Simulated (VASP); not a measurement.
# SiC (Moissanite) (P6_3mc) in VASP: further runs, part 3 of 3

VASP 6.6.1. Earlier steps stand in the parts before.

### 5 Band structure, TB-mBJ

The input, POSCAR:

```
SiC
1.0
    3.0760000000      0.0000000000      0.0000000000
   -1.5380000000      2.6638941420      0.0000000000
    0.0000000000      0.0000000000      5.0480000000
Si C
2 2
Direct
    0.6666666667      0.3333333333      0.5000000000
    0.3333333333      0.6666666667      0.0000000000
    0.6666666667      0.3333333333      0.8850000000
    0.3333333333      0.6666666667      0.3850000000
```

The input, INCAR.step1:

```
PREC = Accurate
ENCUT = 520
EDIFF = 1E-5
ISMEAR = 0
SIGMA = 0.02
LREAL = False
LASPH = True
NELM = 60
ALGO = Normal
ISIF = 2
LWAVE = True
LCHARG = False
GGA = PE
```

The input, INCAR.step2:

```
PREC = Accurate
ENCUT = 520
EDIFF = 1E-6
ISMEAR = 0
SIGMA = 0.02
LREAL = False
LASPH = True
NELM = 60
ALGO = Normal
ISIF = 2
LWAVE = False
LCHARG = False
METAGGA = MBJ
ISTART = 1
```

The input, KPOINTS:

```
Automatic mesh
0
Gamma
  10 10 6
```

The input, KPOINTS_OPT:

```
path GMKGALHA,LM,KH
10
line-mode
reciprocal
 0.0000000000  0.0000000000  0.0000000000  G
 0.5000000000  0.0000000000  0.0000000000  M

 0.5000000000  0.0000000000  0.0000000000  M
 0.3333333333  0.3333333333  0.0000000000  K

 0.3333333333  0.3333333333  0.0000000000  K
 0.0000000000  0.0000000000  0.0000000000  G

 0.0000000000  0.0000000000  0.0000000000  G
 0.0000000000  0.0000000000  0.5000000000  A

 0.0000000000  0.0000000000  0.5000000000  A
 0.5000000000  0.0000000000  0.5000000000  L

 0.5000000000  0.0000000000  0.5000000000  L
 0.3333333333  0.3333333333  0.5000000000  H

 0.3333333333  0.3333333333  0.5000000000  H
 0.0000000000  0.0000000000  0.5000000000  A

 0.5000000000  0.0000000000  0.5000000000  L
 0.5000000000  0.0000000000  0.0000000000  M

 0.3333333333  0.3333333333  0.0000000000  K
 0.3333333333  0.3333333333  0.5000000000  H
```

Potentials or basis: VASP PAW PBE potentials, release 64 (Si, C).

Started as:

```bash
> cat potpaw_PBE.64/Si/POTCAR potpaw_PBE.64/C/POTCAR > POTCAR
> cp INCAR.step1 INCAR
> mpirun -np 1 vasp_std > vasp.out
> cp INCAR.step2 INCAR
> mpirun -np 1 vasp_std > vasp.out
```

OUTCAR:

```text
PREC = Accurate
   ENCUT = 520
   EDIFF = 1E-6
   ISMEAR = 0
   LREAL = False
   LASPH = True
   NELM = 60
   ISIF = 2
   METAGGA = MBJ
   ISTART = 1

 ion  position               nearest neighbor table
   1  0.667  0.333  0.500-   4 1.87   4 1.87   4 1.87   3 1.94   2 3.09   2 3.09   2 3.09   2 3.09
                             2 3.09   2 3.09
   2  0.333  0.667  0.000-   3 1.87   3 1.87   3 1.87   4 1.94   1 3.09   1 3.09   1 3.09   1 3.09
                             1 3.09   1 3.09
   3  0.667  0.333  0.885-   2 1.87   2 1.87   2 1.87   1 1.94
   4  0.333  0.667  0.385-   1 1.87   1 1.87   1 1.87   2 1.94

  LATTYP: Found a hexagonal cell.
 ALAT       =     3.0760000000
 C/A-ratio  =     1.6410923277

  Lattice vectors:

 A1 = (   3.0760000000,   0.0000000000,   0.0000000000)
 A2 = (  -1.5380000000,   2.6638941420,   0.0000000000)
 A3 = (   0.0000000000,   0.0000000000,   5.0480000000)

Analysis of symmetry for initial positions (statically):
=====================================================================
 Subroutine PRICEL returns:
[... 195 lines left out ...]
      8       8.2253      2.00000
      9      13.6214      0.00000
     10      14.9774      0.00000
     11      15.4324      0.00000
     12      15.4324      0.00000
[... 331 lines left out ...]
 k-point    24 :       0.4000    0.1000    0.1667
  band No.  band energies     occupation
      1      -4.5185      2.00000
      2      -3.0502      2.00000
      3       0.1294      2.00000
      4       1.5644      2.00000
      5       3.3694      2.00000
      6       4.2199      2.00000
      7       5.6607      2.00000
      8       5.9981      2.00000
      9      12.7384      0.00000
     10      12.9481      0.00000
     11      15.9633      0.00000
     12      16.2612      0.00000

 [... further k-points ...]

------------------------ aborting loop because EDIFF is reached ----------------------------------------

  FORCE on cell =-STRESS in cart. coord.  units (eV):
  Direction    XX          YY          ZZ          XY          YZ          ZX
  --------------------------------------------------------------------------------------
  -------------------------------------------------------------------------------------
  Total       21.5552149     21.5552149     22.2390088      0.0000000      0.0000000     -0.0000000
  in kB      834.9112226    834.9112225    861.3970268      0.0000000      0.0000000     -0.0000000
  external PRESSURE =     843.7398240 kB  Pullay stress =       0.0000000 kB

 VOLUME and BASIS-vectors are now :
 -----------------------------------------------------------------------------
  energy-cutoff  :      520.00
  volume of cell :       41.36
      direct lattice vectors                 reciprocal lattice vectors
     3.076000000  0.000000000  0.000000000     0.325097529  0.187695146  0.000000000
    -1.538000000  2.663894142  0.000000000     0.000000000  0.375390292  0.000000000
     0.000000000  0.000000000  5.048000000     0.000000000  0.000000000  0.198098257

 POSITION                                       TOTAL-FORCE (eV/Angst)
 -----------------------------------------------------------------------------------
      1.53800      0.88796      2.52400         0.000000     -0.000000      0.438642
     -0.00000      1.77593      0.00000        -0.000000      0.000000      0.438642
      1.53800      0.88796      4.46748        -0.000000     -0.000000     -0.438642
     -0.00000      1.77593      1.94348        -0.000000     -0.000000     -0.438642
 -----------------------------------------------------------------------------------
    total drift:                                0.000000      0.000000     -0.714425

  FREE ENERGIE OF THE ION-ELECTRON SYSTEM (eV)
  ---------------------------------------------------
  free  energy   TOTEN  =        46.1562719227 eV

  energy  without entropy=       46.1562719227  energy(sigma->0) =       46.15627192
```

OUTCAR.step1:

```text
PREC = Accurate
   ENCUT = 520
   EDIFF = 1E-5
   ISMEAR = 0
   LREAL = False
[... 595 lines left out ...]
      1.53800      0.88796      2.52400         0.000000     -0.000000      0.752465
     -0.00000      1.77593      0.00000        -0.000000      0.000000      0.752465
      1.53800      0.88796      4.46748        -0.000000     -0.000000     -0.752465
     -0.00000      1.77593      1.94348         0.000000      0.000000     -0.752465
 -----------------------------------------------------------------------------------
    total drift:                                0.000000      0.000000      0.000008

  FREE ENERGIE OF THE ION-ELECTRON SYSTEM (eV)
  ---------------------------------------------------
  free  energy   TOTEN  =       -30.0671712516 eV

  energy  without entropy=      -30.0671712516  energy(sigma->0) =      -30.06717125
```

OSZICAR.step1:

```text
N       E                     dE             d eps       ncg     rms          rms(c)
DAV:   1     0.343449252877E+02    0.34345E+02   -0.74005E+03  1344   0.119E+03
DAV:   2    -0.308287067970E+02   -0.65174E+02   -0.59600E+02  2004   0.183E+02
DAV:   3    -0.337776011281E+02   -0.29489E+01   -0.29342E+01  1752   0.394E+01
DAV:   4    -0.338107921152E+02   -0.33191E-01   -0.33166E-01  1676   0.496E+00
DAV:   5    -0.338113482283E+02   -0.55611E-03   -0.55600E-03  1728   0.612E-01    0.125E+01
DAV:   6    -0.301780291372E+02    0.36333E+01   -0.10720E+01  1644   0.209E+01    0.559E+00
DAV:   7    -0.300831245551E+02    0.94905E-01   -0.93618E-01  1708   0.643E+00    0.246E+00
DAV:   8    -0.300676230193E+02    0.15502E-01   -0.48623E-02  1572   0.164E+00    0.544E-01
DAV:   9    -0.300668879799E+02    0.73504E-03   -0.67135E-03  1656   0.628E-01    0.134E-01
DAV:  10    -0.300671546247E+02   -0.26664E-03   -0.70985E-04  1576   0.195E-01    0.542E-02
DAV:  11    -0.300671701913E+02   -0.15567E-04   -0.10303E-04  1580   0.815E-02    0.129E-02
DAV:  12    -0.300671712516E+02   -0.10603E-05   -0.37976E-06   912   0.163E-02
   1 F= -.30067171E+02 E0= -.30067171E+02  d E =-.615235E-27
```

Wall time 80 s (1 thread of Intel Xeon Platinum 8559C (Emerald Rapids), shared host); peak memory 0.18 GiB.

Results:

```
Band gap on the k mesh  : 3.47 eV, indirect (least direct gap 5.07 eV)
Band gap along the path : 3.34 eV, indirect (least direct gap 5.07 eV)
```

Levels at the corners of the path, in eV from the valence-band top:
| point | band 4 | band 5 | band 6 | band 7 | band 8 | band 9 | band 10 | band 11 | band 12 |
| --- | --- | --- | --- | --- | --- | --- | --- | --- | --- |
| Γ | -1.66 | -1.66 | -0.33 | -0.33 | 0.00 | 5.40 | 6.75 | 7.21 | 7.21 |
| M | -6.56 | -5.32 | -3.60 | -3.08 | -1.59 | 3.47 | 5.10 | 7.43 | 8.06 |
| M | -6.56 | -5.32 | -3.60 | -3.08 | -1.59 | 3.47 | 5.10 | 7.43 | 8.06 |
| K | -6.53 | -6.53 | -4.08 | -3.94 | -3.94 | 3.34 | 8.93 | 9.63 | 9.63 |
| K | -6.53 | -6.53 | -4.08 | -3.94 | -3.94 | 3.34 | 8.93 | 9.63 | 9.63 |
| Γ | -1.66 | -1.66 | -0.33 | -0.33 | 0.00 | 5.40 | 6.75 | 7.21 | 7.21 |
| Γ | -1.66 | -1.66 | -0.33 | -0.33 | 0.00 | 5.40 | 6.75 | 7.21 | 7.21 |
| A | -4.40 | -1.05 | -1.05 | -1.05 | -1.05 | 6.47 | 6.47 | 7.95 | 7.95 |
| A | -4.40 | -1.05 | -1.05 | -1.05 | -1.05 | 6.47 | 6.47 | 7.95 | 7.95 |
| L | -8.31 | -2.75 | -2.75 | -2.36 | -2.36 | 4.05 | 4.05 | 5.78 | 5.78 |
| L | -8.31 | -2.75 | -2.75 | -2.36 | -2.36 | 4.05 | 4.05 | 5.78 | 5.78 |
| H | -7.82 | -5.69 | -5.69 | -1.81 | -1.81 | 5.61 | 5.61 | 6.96 | 6.96 |
| H | -7.82 | -5.69 | -5.69 | -1.81 | -1.81 | 5.61 | 5.61 | 6.96 | 6.96 |
| A | -4.40 | -1.05 | -1.05 | -1.05 | -1.05 | 6.47 | 6.47 | 7.95 | 7.95 |
| L | -8.31 | -2.75 | -2.75 | -2.36 | -2.36 | 4.05 | 4.05 | 5.78 | 5.78 |
| M | -6.56 | -5.32 | -3.60 | -3.08 | -1.59 | 3.47 | 5.10 | 7.43 | 8.06 |
| K | -6.53 | -6.53 | -4.08 | -3.94 | -3.94 | 3.34 | 8.93 | 9.63 | 9.63 |
| H | -7.82 | -5.69 | -5.69 | -1.81 | -1.81 | 5.61 | 5.61 | 6.96 | 6.96 |

Caveat: the PAW data sets were made with another functional, which shifts forces and pressure a little; the mesh misses the band edges, which the band path finds closer together.

### 6 For comparison

An earlier run on the cell as given: functional PBEsol; potentials or basis VASP PAW PBE potentials, release 64 (Si, C); cutoff 520 eV; k mesh 10 × 10 × 5; occupations fermi-dirac, width 0.05 eV; no spin polarisation.

* Pressure: 0.6 GPa
* Largest force: 0.751 eV/Å
* Band gap on the k mesh: 2.32 eV, indirect (least direct gap 3.96 eV)

### 7 The runs side by side

```tsv
task	level	k mesh	smearing	gap on the mesh (eV)	pressure (GPa)	largest force (eV/Å)
band structure	PBE	10 × 10 × 6	gaussian 0.02 eV	2.48	3.6	0.75
band structure	PBEsol	10 × 10 × 6	gaussian 0.02 eV	2.32	0.6	0.75
band structure	r2SCAN	10 × 10 × 6	gaussian 0.02 eV	2.86	0.0	0.77
band structure	TB-mBJ	10 × 10 × 6	gaussian 0.02 eV	3.47	-	-
single point	PBEsol	10 × 10 × 5	fermi-dirac 0.05 eV	2.32	0.6	0.75
```

Alike in all rows: potentials or basis VASP PAW PBE potentials, release 64 (Si, C); no spin polarisation; cell as given; cutoff (eV) 520.

On the cell as given the gap runs from 2.16 eV (PBEsol) to 3.34 eV (TB-mBJ); the meshes differ, which moves gaps too. The pressure there spans 0.0 GPa (r2SCAN) to 3.6 GPa (PBE); a positive pressure means that this level wants a larger cell, a negative one a smaller.

Caveats: the mesh misses the band edges, which the band path finds closer together (some runs); the PAW data sets were made with another functional, which shifts forces and pressure a little (some runs); an odd mesh through Γ misses points on the zone boundary, where band edges often lie (some runs).

Absolute energies hang on the potentials; compare differences alone.
